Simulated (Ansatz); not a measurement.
# HfN: the cost of one run

Method: DFT r2SCAN, scalar-relativistic, plane waves, PAW, in Ansatz 0.2.0.

6 further runs of the same task are left out: 1 that didn't finish, 5 set aside as unsound or not needed.

**1. The structure to begin with**

The structure is cubic, space group Fm-3m (No. 225). The conventional cell has a = 4.525 Å, b = 4.525 Å, c = 4.525 Å, α = 90.00°, β = 90.00°, γ = 90.00°. Hf (site symmetry m-3m) has 6 N at 2.26 Å as nearest neighbours. N (site symmetry m-3m) has 6 Hf at 2.26 Å as nearest neighbours.

Coordinates:

```
CELL_PARAMETERS angstrom
0.00000 2.26270 2.26270
2.26270 0.00000 2.26270
2.26270 2.26270 0.00000
ATOMIC_POSITIONS crystal
Hf 0.00000 0.00000 0.00000
N 0.50000 0.50000 0.50000
```

This cell was relaxed beforehand with the same method: volume 11.58 Å³/atom, gap on the mesh none (metal).

**2. Zero of energy**

The reference gives a free energy of -16121.6369 eV, pressure 0.01 GPa, largest force 0.000 eV/Å and gap on the mesh none (metal). It was computed beforehand with the settings of the runs below.

**3. Next: a sublattice displacement scan**

Every Hf atom is moved by x along the Cartesian unit vector (0.707, 0.707, 0.000); the cell and all other atoms stay fixed. Forces below are components along that vector, summed over the moved atoms.

**4. Point x = -0.500 Å**

File input.yaml:

```yaml
crystal:
  lattice:
    - [0.0, 2.2626988803, 2.2626988803]
    - [2.2626988803, 0.0, 2.2626988803]
    - [2.2626988803, 2.2626988803, 0.0]
  atoms:
    - { symbol: Hf, position: [0.0, 0.0, -0.1562529569] }
    - { symbol: "N", position: [0.5, 0.5, 0.5] }
basis:
  ecutwfc: 500
kpoints:
  mp_grid: { grid: [22, 22, 22] }
hamiltonian:
  xc: r2scan
scf:
  occupations: { method: gaussian, width: 0.15 }
output:
  forces: true
  stress: true
  eigenvalues: true
```

Command:

```bash
> ansatz run input.yaml --threads 1 --pin off --max-ram 2560MiB --backend cpu --events-out ev --progress --plain --runs-dir out
```

What time and memory should one allow on 1 thread of Arm Neoverse V1, shared host?

About 2.2 min, with a peak of 1.2 GiB.
